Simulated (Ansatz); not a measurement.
Calculated ¹⁷O NMR of the central transition for SiO₂

Cell: a Materials Project structure (computed, not necessarily an observed phase), taken as it stands.

```yaml
crystal:
  lattice:
    - [-4.94148, 4.94148, 4.94148]
    - [4.94148, -4.94148, 4.94148]
    - [4.94148, 4.94148, -4.94148]
  atoms:
    - { symbol: Si, position: [0.31388, 0.31388, 0.31388] }
    - { symbol: Si, position: [0.00000, 0.31388, 0.00000] }
    - { symbol: Si, position: [0.00000, 0.00000, 0.31388] }
    - { symbol: Si, position: [0.31388, 0.00000, 0.00000] }
    - { symbol: Si, position: [0.00000, 0.00000, 0.68612] }
    - { symbol: Si, position: [0.68612, 0.00000, 0.00000] }
    - { symbol: Si, position: [0.00000, 0.68612, 0.00000] }
    - { symbol: Si, position: [0.68612, 0.68612, 0.68612] }
    - { symbol: O, position: [0.50000, 0.50000, 0.50000] }
    - { symbol: O, position: [0.00000, 0.50000, 0.00000] }
    - { symbol: O, position: [0.00000, 0.00000, 0.50000] }
    - { symbol: O, position: [0.50000, 0.00000, 0.00000] }
    - { symbol: O, position: [0.18888, 0.18888, 0.37777] }
    - { symbol: O, position: [0.18888, 0.37777, 0.18888] }
    - { symbol: O, position: [0.81112, 0.00000, 0.18888] }
    - { symbol: O, position: [0.00000, 0.81112, 0.18888] }
    - { symbol: O, position: [0.37777, 0.18888, 0.18888] }
    - { symbol: O, position: [0.18888, 0.81112, 0.00000] }
    - { symbol: O, position: [0.81112, 0.18888, 0.00000] }
    - { symbol: O, position: [0.18888, 0.00000, 0.81112] }
    - { symbol: O, position: [0.62223, 0.81112, 0.81112] }
    - { symbol: O, position: [0.81112, 0.62223, 0.81112] }
    - { symbol: O, position: [0.00000, 0.18888, 0.81112] }
    - { symbol: O, position: [0.81112, 0.81112, 0.62223] }
```

Sites (sets of like atoms) are named by element and the number of their first atom in this list.

Method: Kohn–Sham DFT in Ansatz, PBE, plane waves and PAW (field gradients read without the response of the frozen cores, which leaves them typically 4 to 6 % off), scalar-relativistic, 420 eV cutoff, Γ-centred 3×3×3 k-points, Fermi–Dirac smearing 0.02 eV.

¹⁷O has I = 5/2 and Q = -25.58 mb (Pyykkö 2018); at 18.8 T its Larmor frequency is ν₀ = 108.6 MHz. Only the quadrupole interaction is simulated: positions count from each site's isotropic chemical shift, and J coupling is left out, as are shift anisotropy and dipolar coupling, which fast spinning averages.

Task: What does the ¹⁷O spectrum (fast magic-angle spinning) show for each site?

Result: 

```csv
site,first shell,C_Q (MHz),η,P_Q (MHz),δ_QIS (ppm),breadth (kHz)
O9,"2 Si at 1.59 Å, angle 180°",-6.66,0.00,6.66,-22.6,5.25
O13,"2 Si at 1.61 Å, angle 148°",-6.00,0.22,6.04,-18.6,4.57
```

δ_QIS = −(ν_Q²/30ν₀²)[I(I+1) − 3/4](1 + η²/3) × 10⁶ ppm with ν_Q = 3|C_Q|/[2I(2I−1)]; it falls as 1/B₀² in ppm, and the breadth as 1/B₀ in kHz.

An axis of threefold or higher order runs through O9, so V_zz lies along it and η is zero. At O13 V_zz runs parallel to the line that joins its two neighbours (within 1°).

The largest force is 0.3 eV/Å, so the atoms aren't at the calculated equilibrium and relaxing them would move these values.
